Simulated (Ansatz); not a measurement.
# Sb and Li on Mg(0001), bridge start, 2x2 cell: work function, bands and core levels

What would XPS and UPS show for Sb and Li on Mg(0001), bridge start, 2x2 cell?

Calculated with Ansatz 0.2.0; DFT, PBE, plane-wave PAW, default files, scalar-relativistic, in the first sound run; inputs show where later runs differ.

This is a report of a sequence of runs, with most program output left out.

**1. Set-up**

The cell holds 4 atoms: 4 Mg. Its edges and angles: a = 3.190 Å, b = 3.190 Å, c = 22.785 Å, α = 90.0°, β = 90.0°, γ = 60.0°. It derives from Mg. Vacuum lies along c.

**2. The clean face**

The clean face is the reference for what the added atoms change.

File input.yaml:

```yaml
crystal:
  lattice:
    - [3.19, 0.0, 0.0]
    - [1.595, 2.7626210381, 0.0]
    - [0.0, 0.0, 22.785]
  atoms:
    - { symbol: Mg, position: [0.0, 0.0, 0.670836076] }
    - { symbol: Mg, position: [0.666666667, 0.666666667, 0.556945359] }
    - { symbol: Mg, position: [0.0, 0.0, 0.443054641] }
    - { symbol: Mg, position: [0.666666667, 0.666666667, 0.329163924] }
kpoints:
  mp_grid: { grid: [18, 18, 1] }
scf:
  occupations: { method: fermi_dirac, width: 0.05 }
  n_extra_bands: 12
hamiltonian:
  xc: pbe
  pseudopotentials: { kind: paw }
output:
  forces: true
  write_potential: true
  volumetric_format: []
  dos:
    projected: true
    de: 0.05
    e_range: [-30, 12]
    method: { smearing: { sigma: 0.1, scheme: gaussian } }
efield:
  axis: 3
  dipole_correction: true
relax:
  f_tol: 0.03
  max_steps: 50
  constraints: [{ sites: [2, 3] }]
```

Started as:

```
$ ansatz run input.yaml --threads 4 --pin off --max-ram 20480MiB --backend cpu --events-out ev --progress --plain --runs-dir out
```

It took 7.7 s on 4 threads of Arm Neoverse V1, shared host; peak memory 0.58 GiB; 30 s of CPU time.

Relaxation path:

```csv
step,energy less that of the first step (eV),largest force component (eV/Å)
1,0.0000,0.0497
2,-0.0009,0.0137
```

Forces are held to the 6 operations that the run works with; a distortion that breaks them can't arise in this run.

The atoms that moved most (Å):

```
atom     dx     dy     dz  length
 Mg1  0.000  0.000  0.030   0.030
```

Final coordinates:

```cif
data_structure
_symmetry_space_group_name_H-M 'P 1'
_symmetry_Int_Tables_number 1
_cell_length_a 3.1900
_cell_length_b 3.1900
_cell_length_c 22.7850
_cell_angle_alpha 90.000
_cell_angle_beta 90.000
_cell_angle_gamma 60.000
_cell_volume 200.80
loop_
_atom_site_label
_atom_site_type_symbol
_atom_site_fract_x
_atom_site_fract_y
_atom_site_fract_z
_atom_site_occupancy
Mg1 Mg 0.00000 0.00000 0.67215 1
Mg2 Mg 0.66667 0.66667 0.55709 1
Mg3 Mg 0.00000 0.00000 0.44305 1
Mg4 Mg 0.66667 0.66667 0.32916 1
```

This step gave:

* free energy: -7694.6103 eV
* energy at zero smearing: -7694.6021 eV
* smearing term TS: 0.01646 eV
* Fermi energy: 0.5929 eV
* symmetry operations: 6
* zero of energy: Fermi level
* share of occupied states in no projected shell: 0.2668 of the occupied states in the window
* DOS at the Fermi level: 2.031 states/eV/cell
* work function, upper face: 3.757 eV
* work function, lower face: 3.760 eV

Maxima picked by a test of local sharpness, so broad peaks and shoulders can be missing; peaks within 0.45 eV of a curve's cut are left out. Valence peaks, by row:

```
photon energy (eV)  binding energy (eV)  height (% of the maximum within 13 eV)  main shell  its share (%)
              21.2                 3.55                                   78.92       Mg 3s          97.57
              21.2                  2.1                                     100       Mg 3s          92.99
              21.2                 1.15                                   93.33       Mg 3s          81.42
                60                  3.5                                   74.19       Mg 3s          95.37
                60                  2.1                                   97.03       Mg 3s          87.48
                60                    1                                     100       Mg 3s          64.24
               250                 3.55                                   78.82       Mg 3s          97.46
               250                  2.1                                     100       Mg 3s          92.68
               250                 1.15                                    93.8       Mg 3s          80.68
              1487                 3.55                                   81.55       Mg 3s          99.45
              1487                 2.15                                     100       Mg 3s          98.43
              5950                 3.55                                   82.12       Mg 3s          99.85
              5950                 2.15                                     100       Mg 3s          99.57
```

The planar mean, electrostatic potential oscillates, so the rows of the table below give means over windows of 1 Å about each position, cut where the curve ends. Its maxima inside the range that stand out by 2 % of the span (Å: eV): 8.8: 0.937, 11.4: 0.989, 14.0: 1.01. Its minima: 7.5: -11.8, 10.1: -11.8, 12.7: -11.8, 15.4: -11.8.

From the Fermi level. The planar mean, electrostatic potential by z; means over each step:

| z (Å) | planar mean, electrostatic potential (eV) |
| --- | --- |
| 0 | 3.76 |
| 1 | 3.76 |
| 2 | 3.76 |
| 3 | 3.76 |
| 4 | 3.74 |
| 5 | 3.58 |
| 6 | 2.24 |
| 7 | -5.64 |
| 8 | -5.54 |
| 9 | -0.170 |
| 10 | -8.98 |
| 11 | -1.23 |
| 12 | -3.26 |
| 13 | -7.61 |
| 14 | 0.309 |
| 15 | -7.57 |
| 16 | -3.40 |
| 17 | 2.72 |
| 18 | 3.64 |
| 19 | 3.75 |
| 20 | 3.76 |
| 21 | 3.76 |
| 22 | 3.76 |

The spectra weight each projected shell by its atomic cross section (Dirac–Hartree–Slater) and angular factor, for unpolarised light with the analyser at 54.7° from the beam. Broadening, on top of any smearing of the DOS itself: a Gaussian of 0.45 eV and a Lorentzian of 0.1 eV plus 0.08 times the binding energy (full widths), Fermi edge at 300 K. Each atom is damped by exp[−depth/(λ cos θ)], θ = 45° from the normal, λ from the universal curve. Curves are cut 10 eV under the photon energy, above any shell that the free atom's threshold puts out of reach, or at the lower edge of the window: 8.3 eV at 21.2 eV, 8.3 eV at 60 eV, 8.3 eV at 250 eV, 8.3 eV at 1486.7 eV and 8.3 eV at 5950 eV. Dipole terms alone, which is rough above 3 keV; no background, satellites or final-state effects.

How the area divides among the shells (%):

```
 shell  21.2 eV  60 eV  250 eV  1486.7 eV  5950 eV
 Mg 3s     89.7   81.9    89.2       97.5     99.3
Mg 3p*     10.3   18.1    10.8        2.5      0.7
```

Cross sections used, in Mb an electron:

```csv
shell,21.2 eV,60 eV,250 eV,1486.7 eV,5950 eV
Mg 3s,0.12,0.058,0.0069,1.8e-4,4.8e-6
Mg 3p*,0.039,0.035,0.0023,1.3e-5,9.1e-8
```

At the Fermi level the DOS is 2.03 states/eV a cell.

**3. Relaxation**

System of this step: LiMg16Sb. The cell holds 18 atoms: 1 Sb, 1 Li and 16 Mg. Its edges and angles: a = 6.380 Å, b = 6.380 Å, c = 24.835 Å, α = 90.0°, β = 90.0°, γ = 60.0°. It derives from Mg. How the cell was made: adsorbate; added: Sb; second: Li; site: bridge; coverage 0.25 monolayer; cell: 2x2; on one face. Regions: ad, 2 atoms (1 Sb and 1 Li); L1, 4 atoms (4 Mg); L2, 4 atoms (4 Mg); L3, 4 atoms (4 Mg); rest, 4 atoms (4 Mg). Vacuum lies along c.

Levels and vacuum steps follow bond lengths, so the atoms are relaxed first. 8 atoms are held to stand for the bulk. A dipole correction cancels the field between unlike faces.

File input.yaml:

```yaml
crystal:
  lattice:
    - [6.38, 0.0, 0.0]
    - [3.19, 5.5252420761, 0.0]
    - [0.0, 0.0, 24.835]
  atoms:
    - { symbol: Sb, position: [0.251897075, 0.0, 0.698006845] }
    - { symbol: Li, position: [0.75243648, 0.5, 0.69398027] }
    - { symbol: Mg, position: [0.0, 0.0, 0.61546205] }
    - { symbol: Mg, position: [0.5, 0.0, 0.61546205] }
    - { symbol: Mg, position: [0.0, 0.5, 0.61546205] }
    - { symbol: Mg, position: [0.5, 0.5, 0.61546205] }
    - { symbol: Mg, position: [0.833333333, 0.333333333, 0.510972418] }
    - { symbol: Mg, position: [0.333333333, 0.333333333, 0.510972418] }
    - { symbol: Mg, position: [0.833333333, 0.833333333, 0.510972418] }
    - { symbol: Mg, position: [0.333333333, 0.833333333, 0.510972418] }
    - { symbol: Mg, position: [0.0, 0.0, 0.406482786] }
    - { symbol: Mg, position: [0.5, 0.0, 0.406482786] }
    - { symbol: Mg, position: [0.0, 0.5, 0.406482786] }
    - { symbol: Mg, position: [0.5, 0.5, 0.406482786] }
    - { symbol: Mg, position: [0.833333333, 0.333333333, 0.301993155] }
    - { symbol: Mg, position: [0.333333333, 0.333333333, 0.301993155] }
    - { symbol: Mg, position: [0.833333333, 0.833333333, 0.301993155] }
    - { symbol: Mg, position: [0.333333333, 0.833333333, 0.301993155] }
kpoints:
  mp_grid: { grid: [6, 6, 1] }
scf:
  occupations: { method: fermi_dirac, width: 0.05 }
  n_extra_bands: 14
hamiltonian:
  xc: pbe
  pseudopotentials: { kind: paw }
output:
  forces: true
  write_potential: true
  volumetric_format: []
efield:
  axis: 3
  dipole_correction: true
relax:
  f_tol: 0.03
  max_steps: 45
  constraints: [{ sites: [10, 11, 12, 13, 14, 15, 16, 17] }]
```

Wall time 7.5 min (4 threads); peak memory 2.7 GiB.

The steps of the relaxation:

```csv
step,energy less that of the first step (eV),largest force component (eV/Å)
1,0.0000,1.5038
2,-0.4643,0.6522
3,-0.5746,0.2519
4,-0.6138,0.1222
5,-0.6431,0.1629
6,-0.6870,0.1537
7,-0.7387,0.1281
8,-0.7835,0.0961
9,-0.8010,0.0506
10,-0.8053,0.1123
11,-0.8080,0.0060
12,-0.8080,0.0060
13,-0.8081,0.0067
```

The atoms that moved most (Å):

```csv
atom,dx,dy,dz,length
Li2,-0.281,-1.060,0.498,1.204
Sb1,-0.137,-0.997,0.128,1.014
Mg4,0.060,0.036,0.148,0.164
Mg6,0.026,-0.013,-0.066,0.072
Mg3,0.002,0.030,-0.061,0.068
Mg5,0.032,0.021,-0.020,0.043
Mg7,0.013,0.008,-0.040,0.042
Mg10,0.008,0.006,-0.024,0.026
```

Final coordinates:

```cif
data_structure
_symmetry_space_group_name_H-M 'P 1'
_symmetry_Int_Tables_number 1
_cell_length_a 6.3800
_cell_length_b 6.3800
_cell_length_c 24.8350
_cell_angle_alpha 90.000
_cell_angle_beta 90.000
_cell_angle_gamma 60.000
_cell_volume 875.46
loop_
_atom_site_label
_atom_site_type_symbol
_atom_site_fract_x
_atom_site_fract_y
_atom_site_fract_z
_atom_site_occupancy
Sb1 Sb 0.32058 0.81963 0.70316 1
Li2 Li 0.80431 0.30820 0.71405 1
Mg3 Mg 0.99755 0.00546 0.61302 1
Mg4 Mg 0.50620 0.00649 0.62142 1
Mg5 Mg 0.00315 0.50373 0.61465 1
Mg6 Mg 0.50519 0.49770 0.61281 1
Mg7 Mg 0.83457 0.33483 0.50938 1
Mg8 Mg 0.33272 0.33203 0.51174 1
Mg9 Mg 0.83176 0.83316 0.51177 1
Mg10 Mg 0.33402 0.83442 0.51001 1
Mg11 Mg 0.00000 0.00000 0.40648 1
Mg12 Mg 0.50000 0.00000 0.40648 1
Mg13 Mg 0.00000 0.50000 0.40648 1
Mg14 Mg 0.50000 0.50000 0.40648 1
Mg15 Mg 0.83333 0.33333 0.30199 1
Mg16 Mg 0.33333 0.33333 0.30199 1
Mg17 Mg 0.83333 0.83333 0.30199 1
Mg18 Mg 0.33333 0.83333 0.30199 1
```

This step gave:

| Property | Result |
| --- | --- |
| free energy | -37468.4897 eV |
| energy at zero smearing | -37468.4502 eV |
| smearing term TS | 0.07895 eV |
| Fermi energy | 0.8530 eV |
| symmetry operations | 1 |
| work function, upper face | 3.537 eV |
| work function, lower face | 3.745 eV |

The relaxation ends 45 meV an atom lower, with a largest force component of 0.0067 eV/Å on the free atoms. For the work function, upper face, step 2 gave 3.76 eV; this run, with 18 atoms, gives 3.54 eV (-6 %).

**4. Bands by layer**

This is the main run. States are solved along the surface zone's path and weighed by where they lie along the normal, since photoemission sees the top layers. The cell holds 4 small cells, so the bands are unfolded.

File input.yaml:

```yaml
crystal:
  lattice:
    - [6.38, 0.0, 0.0]
    - [3.19, 5.5252420761, 0.0]
    - [0.0, 0.0, 24.835]
  atoms:
    - { symbol: Sb, position: [0.3205756485, -0.1803667908, 0.7031570999] }
    - { symbol: Li, position: [0.8043109782, 0.3081962739, 0.714045718] }
    - { symbol: Mg, position: [-0.0024536118, 0.0054610316, 0.6130155392] }
    - { symbol: Mg, position: [0.506196006, 0.0064897353, 0.6214232779] }
    - { symbol: Mg, position: [0.0031473367, 0.5037316832, 0.6146494784] }
    - { symbol: Mg, position: [0.5051935789, 0.4977038857, 0.612813988] }
    - { symbol: Mg, position: [0.8345664785, 0.3348256232, 0.5093784368] }
    - { symbol: Mg, position: [0.3327198272, 0.3320275299, 0.5117421581] }
    - { symbol: Mg, position: [0.8317617131, 0.8331599183, 0.5117710971] }
    - { symbol: Mg, position: [0.3340193065, 0.8344233832, 0.5100091055] }
    - { symbol: Mg, position: [0.0, 0.0, 0.406482786] }
    - { symbol: Mg, position: [0.5, 0.0, 0.406482786] }
    - { symbol: Mg, position: [0.0, 0.5, 0.406482786] }
    - { symbol: Mg, position: [0.5, 0.5, 0.406482786] }
    - { symbol: Mg, position: [0.833333333, 0.333333333, 0.301993155] }
    - { symbol: Mg, position: [0.333333333, 0.333333333, 0.301993155] }
    - { symbol: Mg, position: [0.833333333, 0.833333333, 0.301993155] }
    - { symbol: Mg, position: [0.333333333, 0.833333333, 0.301993155] }
kpoints:
  mp_grid: { grid: [6, 6, 1] }
scf:
  occupations: { method: fermi_dirac, width: 0.05 }
  n_extra_bands: 25
hamiltonian:
  xc: pbe
  pseudopotentials: { kind: paw }
output:
  forces: true
  write_potential: true
  volumetric_format: []
  dos:
    projected:
      site_lists:
        adsorbate: [0, 1]
        layer_1: [2, 3, 4, 5]
        layer_2: [6, 7, 8, 9]
        layer_3: [10, 11, 12, 13]
        other_layers: [14, 15, 16, 17]
    de: 0.05
    e_range: [-30, 12]
    method: { smearing: { sigma: 0.15, scheme: gaussian } }
  eigenstates:
    kpoints:
      - [0.33333333, -0.33333333, 0.0]
      - [0.25, -0.375, 0.0]
      - [0.16666667, -0.41666667, 0.0]
      - [0.08333333, -0.45833333, 0.0]
      - [0.0, 0.5, 0.0]
      - [-0.08333333, 0.45833333, 0.0]
      # [... 29 more points ...]
      - [0.25, 0.5, 0.0]
      - [0.29166667, -0.41666667, 0.0]
    e_range: [-8.0, 4.0]
    unfold:
      supercell_matrix: [[2, 0, 0], [0, 2, 0], [0, 0, 1]]
      layers:
        axis: 3
        edges: [0.14093, 0.432363, 0.432463, 0.566231, 0.566331, 0.875107]
efield:
  axis: 3
  dipole_correction: true
```

Run time: 3.6 min. Hardware: 4 threads; peak memory 4.1 GiB; 14 min of CPU time.

Numbers from this step:

- Fermi energy: 0.8547 eV
- share of occupied states in no projected shell: 0.1747 of the occupied states in the window
- DOS at the Fermi level: 9.445 states/eV/cell

A(k,E), total over k along the path and E. Zero: Fermi level.

Ten even steps from '_' (0.01 eV⁻¹) to '@' (3.81 eV⁻¹), each cell a mean:
```
--======++**::..::----------------::------::::::----++++==--
==++====**==......::----------::....::==--::------::--++====
++++++##**::........::..::........::::--------------====++++
++==++##--....::::..............::....--==------------====++
--==**==::....__..::::::::::::::..__....====--::::::--==++--
++++++::........__......::....____......--==--------====**++
%%%%==::..........________________......::----======----++%%
@@++::::............__________..........::::--::::::--==**@@
++--::::::........::........::............--==----==++**##**
..--::::..::........::::::::............::::==++++**##**--..
..::--::::..::....__......................::--######++::....
____----::......::::..........::::::....::::------::..______
____..--::::::......::::::::::::......::::--::..____________
______::--::::::..________________..::..::::..______________
________::--....::::..________..::::..::::..________________
________..::--....::::::::::::::....::::::__________________
__________..::::::..__......____..--::::____________________
____________..::::--::......::--::::::______________________
______________..::::::::::::::::--..________________________
__________________..----::----::..__________________________
______________________......________________________________
____________________________________________________________
```
Columns: k along the path (Å⁻¹) from 0 to 3.11; rows upwards: E (eV) from -7.7 to 3.7.

A(k,E), top over k along the path and E. Zero: Fermi level.

Ten even steps from '_' (0.00 eV⁻¹) to '@' (0.95 eV⁻¹), each cell a mean:
```
==++++**####------====--------====--++++==----====++******==
****++**%%++--::::--==++++++==------==++==--======--++**++**
****##%%**--::----==========------========++========++++##**
##****##==::::--==--::::::::----==--::--++==--==----==****##
==**##++--::......::==--::------::....::======------==++**++
####**--::::........::::--::::......::::--======--====++####
@@%%++--::..........................::::::----==========++@@
@@**----::::::::................::::::::--------------++##@@
##++==----::::::::::::::..::::::::::::::::--==--====++##%%%%
::++==--::::..::::::::------::::::..::::--==++######%%##==::
::--++------==--....::::::::....::::::::--==**##%%%%**==--::
..::====--::..::----::::::::::--------::----++##**==--::....
____..--------::::::----------::::..::----====::::........__
______::--------......______......::--::==--..______________
________::--::::--::..______....----::--::..________________
________..::--::..::------------::..--::..__________________
__________..::--::..............::--::..____________________
______________..::--::......::--::....______________________
________________......::::::::......________________________
____________________............____________________________
____________________________________________________________
____________________________________________________________
```
Columns: k along the path (Å⁻¹) from 0 to 3.11; rows upwards: E (eV) from -7.7 to 3.7.

A(k,E), middle over k along the path and E. Zero: Fermi level.

Values in eV⁻¹, 12 rows by 16 columns, each cell a mean:
```
0.44 0.49 0.59 0.21 0.09 0.11 0.11 0.11 0.11 0.14 0.37 0.22 0.24 0.28 0.50 0.42
0.64 0.60 0.59 0.13 0.09 0.06 0.06 0.06 0.07 0.13 0.34 0.31 0.26 0.29 0.44 0.64
0.47 0.67 0.22 0.10 0.10 0.13 0.13 0.13 0.12 0.08 0.29 0.41 0.28 0.29 0.48 0.50
0.82 0.48 0.16 0.13 0.10 0.06 0.05 0.05 0.07 0.13 0.16 0.38 0.45 0.45 0.44 0.70
0.77 0.26 0.15 0.13 0.15 0.15 0.12 0.14 0.15 0.14 0.15 0.35 0.38 0.39 0.54 0.95
0.23 0.29 0.19 0.16 0.10 0.11 0.14 0.12 0.10 0.12 0.16 0.28 0.72 0.81 0.66 0.18
0.05 0.29 0.23 0.16 0.16 0.18 0.17 0.17 0.17 0.14 0.21 0.27 0.33 0.19 0.07 0.04
0.02 0.13 0.31 0.21 0.18 0.08 0.07 0.07 0.11 0.22 0.22 0.33 0.04 0.03 0.02 0.02
0.01 0.02 0.23 0.30 0.18 0.23 0.23 0.23 0.21 0.20 0.37 0.08 0.02 0.01 0.01 0.01
0.01 0.01 0.03 0.28 0.36 0.23 0.20 0.21 0.26 0.40 0.14 0.02 0.01 0.01 0.01 0.01
0.00 0.01 0.01 0.03 0.23 0.41 0.42 0.42 0.38 0.10 0.02 0.01 0.01 0.01 0.01 0.00
0.00 0.00 0.01 0.01 0.02 0.06 0.10 0.08 0.04 0.02 0.01 0.00 0.00 0.00 0.00 0.00
```
Columns: k along the path (Å⁻¹) from 0 to 3.11; rows upwards: E (eV) from -7.7 to 3.7.

A(k,E), bottom over k along the path and E. Zero: Fermi level.

Values in eV⁻¹, 12 rows by 16 columns, each cell a mean:
```
0.62 0.64 0.86 0.33 0.29 0.37 0.36 0.37 0.36 0.28 0.60 0.41 0.52 0.56 0.89 0.58
0.79 1.06 0.76 0.26 0.24 0.17 0.18 0.17 0.19 0.31 0.49 0.48 0.58 0.61 0.62 0.81
0.69 0.87 0.31 0.17 0.22 0.34 0.36 0.36 0.30 0.15 0.40 0.68 0.45 0.44 0.69 0.69
1.30 0.57 0.30 0.24 0.16 0.11 0.12 0.11 0.13 0.21 0.28 0.56 0.60 0.59 0.55 1.17
0.79 0.35 0.26 0.28 0.28 0.25 0.21 0.23 0.26 0.29 0.29 0.46 0.59 0.66 0.95 1.01
0.23 0.43 0.27 0.27 0.21 0.21 0.24 0.22 0.22 0.25 0.25 0.36 0.94 0.98 0.61 0.15
0.05 0.36 0.35 0.22 0.30 0.36 0.35 0.35 0.33 0.23 0.27 0.42 0.29 0.15 0.07 0.04
0.02 0.11 0.44 0.32 0.25 0.13 0.13 0.13 0.17 0.31 0.37 0.36 0.05 0.03 0.03 0.02
0.01 0.02 0.21 0.46 0.29 0.33 0.34 0.34 0.30 0.36 0.43 0.07 0.02 0.02 0.01 0.01
0.01 0.01 0.03 0.26 0.48 0.42 0.35 0.37 0.45 0.44 0.12 0.02 0.01 0.01 0.01 0.01
0.01 0.01 0.01 0.03 0.21 0.41 0.47 0.45 0.36 0.09 0.02 0.01 0.01 0.01 0.01 0.01
0.00 0.01 0.01 0.01 0.03 0.06 0.10 0.09 0.04 0.02 0.01 0.01 0.01 0.01 0.00 0.00
```
Columns: k along the path (Å⁻¹) from 0 to 3.11; rows upwards: E (eV) from -7.7 to 3.7.

(Continued in part 2 of 3.)

[Logs are printed without paths, hosts, clocks, repeated set-up lines and the standing remarks that a program may print on its own settings, such as how far it seeks lower states.]

[Hosts, paths, dates, database ids (printed as entryN), source tags and the programs' standing remarks are cut or masked in the printed files.]

[Maps of the electrostatic potential energy from Ansatz leave out the sawtooth potential of an applied field or a dipole correction, so their vacuum need not be flat; work functions include it.]
